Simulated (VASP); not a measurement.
## WC (Qusongite): band structure with PBE

WC (Qusongite):

```
W C
1.0
     2.90650    0.00000    0.00000
    -1.45325    2.51710    0.00000
     0.00000    0.00000    2.83660
W C
1 1
Direct
  0.00000 0.00000 0.00000
  0.66667 0.33333 0.50000
```

```json
{"Program": "VASP 6.6.1", "Task": "band structure", "Functional": "PBE", "Potentials or basis": "VASP PAW PBE potentials, release 64 (W_sv, C)", "Cutoff": "520 eV", "k mesh": "10 × 10 × 9", "Occupations": "fermi-dirac, width 0.05 eV", "Spin": "no spin polarisation", "Further INCAR settings": "ALGO = Normal; EDIFF = 1e-07; NBANDS = 16"}
```

* Band gap along the path: none (metal or under the smearing width)

Levels at the corners of the path, in eV from the Fermi level:
```csv
point,band 5,band 6,band 7,band 8,band 9,band 10,band 11,band 12,band 13,band 14
Γ,-14.45,-4.31,-3.33,-3.33,0.09,3.24,3.24,5.62,5.62,6.39
M,-11.11,-7.03,-3.62,-3.57,-0.47,2.35,4.54,4.89,6.86,9.67
M,-11.11,-7.03,-3.62,-3.57,-0.47,2.35,4.54,4.89,6.86,9.67
K,-10.35,-6.57,-4.56,-3.45,0.62,0.98,2.06,3.22,9.19,15.23
K,-10.35,-6.57,-4.56,-3.45,0.62,0.98,2.06,3.22,9.19,15.23
Γ,-14.45,-4.31,-3.33,-3.33,0.09,3.24,3.24,5.62,5.62,6.39
Γ,-14.45,-4.31,-3.33,-3.33,0.09,3.24,3.24,5.62,5.62,6.39
A,-10.42,-8.65,-2.02,-2.02,-0.58,-0.58,3.67,4.52,4.52,9.97
A,-10.42,-8.65,-2.02,-2.02,-0.58,-0.58,3.67,4.52,4.52,9.97
L,-11.30,-6.45,-4.32,-4.19,0.29,4.44,5.31,6.64,9.18,10.15
L,-11.30,-6.45,-4.32,-4.19,0.29,4.44,5.31,6.64,9.18,10.15
H,-10.96,-7.21,-5.40,-1.62,-0.65,4.41,6.39,7.60,9.13,10.10
H,-10.96,-7.21,-5.40,-1.62,-0.65,4.41,6.39,7.60,9.13,10.10
A,-10.42,-8.65,-2.02,-2.02,-0.58,-0.58,3.67,4.52,4.52,9.97
L,-11.30,-6.45,-4.32,-4.19,0.29,4.44,5.31,6.64,9.18,10.15
M,-11.11,-7.03,-3.62,-3.57,-0.47,2.35,4.54,4.89,6.86,9.67
K,-10.35,-6.57,-4.56,-3.45,0.62,0.98,2.06,3.22,9.19,15.23
H,-10.96,-7.21,-5.40,-1.62,-0.65,4.41,6.39,7.60,9.13,10.10
```

Wall time 41 s on 1 thread of Intel(R) Xeon(R) Platinum 8488C (Sapphire Rapids), on a shared host, peak memory 0.18 GiB.

Caveat: the log is that of the step along the path at fixed density, whose energy, stress, charges and moments have no meaning; spin-orbit coupling is left out, which moves the levels of the heavy elements.
